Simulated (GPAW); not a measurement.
Crystal: Bi.

```
Bi
1.0
    -1.98143    1.98143    1.98143
     1.98143   -1.98143    1.98143
     1.98143    1.98143   -1.98143
Bi
1
Direct
  0.00000 0.00000 0.00000
```

This isn't the form of Bi at room conditions, which is rhombohedral.

Program: GPAW 26.7.0. Alike in all runs: task band structure; cell as given; k mesh 9 × 9 × 9; cutoff (eV) 600; smearing fermi-dirac 0.05 eV.

Problem. Order these runs on this cell by their pressure, lowest first.
A. level BLYP; potentials or basis PAW data sets generated in the run's folder for this functional, pw; spin off; band points 80; eigensolver davidson
B. level PBEsol; potentials or basis PAW data sets generated in the run's folder for this functional, pw; spin SOC, no magnetisation; band points 60; spin axis theta (degrees) 90; spin axis phi (degrees) 45
C. level r2SCAN; potentials or basis GPAW PAW data sets (gpaw-data 1.2.1), pw; spin SOC, no magnetisation; band points 100; spin axis theta (degrees) 0; spin axis phi (degrees) 0

Solution. B (-2.1 GPa), C (0.1 GPa), A (4.9 GPa).

Caveats: spin-orbit coupling was added after a scalar SCF, so levels and gaps hold it while energy, forces, pressure and moments don't (some runs); the PAW data sets were made with another functional, which shifts forces and pressure a little (some runs).

Not every run made on this cell is shown here.
